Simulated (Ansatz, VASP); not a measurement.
# Ca: VASP beside Ansatz

INCAR

```
SYSTEM = Ca
ALGO = Normal
EDIFF = 1E-6
EDIFFG = -0.02
ENCUT = 600
GGA = RP
IBRION = 2
ISIF = 3
ISMEAR = -1
LASPH = .TRUE.
LCHARG = .FALSE.
LREAL = .FALSE.
LWAVE = .FALSE.
NELM = 60
NSW = 40
PREC = Accurate
SIGMA = 0.05
```

File KPOINTS:

```
k-points
0
G
  8 8 8
  0 0 0
```

The input POSCAR:

```
Ca
1.0
   -2.2400000000      2.2400000000      2.2400000000
    2.2400000000     -2.2400000000      2.2400000000
    2.2400000000      2.2400000000     -2.2400000000
Ca
1
Direct
    0.0000000000      0.0000000000      0.0000000000
```

File input.yaml:

```yaml
crystal:
  lattice:
    - [-2.24, 2.24, 2.24]
    - [2.24, -2.24, 2.24]
    - [2.24, 2.24, -2.24]
  atoms:
    - { symbol: Ca, position: [0.0, 0.0, 0.0] }
hamiltonian:
  xc: rpbe
  pseudopotentials: { kind: paw }
kpoints:
  mp_grid: { grid: [8, 8, 8] }
scf:
  occupations: { method: fermi_dirac, width: 0.05 }
output:
  forces: true
  stress: true
  eigenvalues: true
relax:
  f_tol: 0.01
  max_steps: 40
  cell: { stress_tol: 0.05 }
```

This isn't the form of Ca at room conditions, which is fcc.

Alike in both runs: task relaxation of cell and atoms; functional RPBE; k mesh 8 × 8 × 8; occupations fermi-dirac, width 0.05 eV; no spin polarisation.

|  | VASP | Ansatz |
| --- | --- | --- |
| version | VASP 6.6.1 | Ansatz 0.2.0 |
| potentials or method | VASP PAW PBE potentials, release 64 (Ca_sv) | Ansatz PAW |
| plane-wave cutoff (eV) | 600 | 420 |
| valence electrons in the cell | 10 | 10 |

|  | VASP | Ansatz | Ansatz less VASP |
| --- | --- | --- | --- |
| gap on the k mesh at the Fermi level, each at its own relaxed structure (eV) | none | none | - |
| relaxed volume (Å³/atom) | 44.73 | 44.53 | -0.204 |
| relaxed cell length with the largest relative difference (Å) | 3.873 | 3.867 | -0.0059 |

A gap of «none» marks a metal or a gap that the smearing closes.

Caveats: the PAW data sets were made with another functional, which shifts forces and pressure a little (VASP); the plane-wave basis is chosen anew once the cell has moved, so the energies of steps on either side of that aren't comparable (Ansatz); the PAW data sets come from PBE, with cores solved anew for the run's functional, which leaves a small shift of forces and pressure (Ansatz).
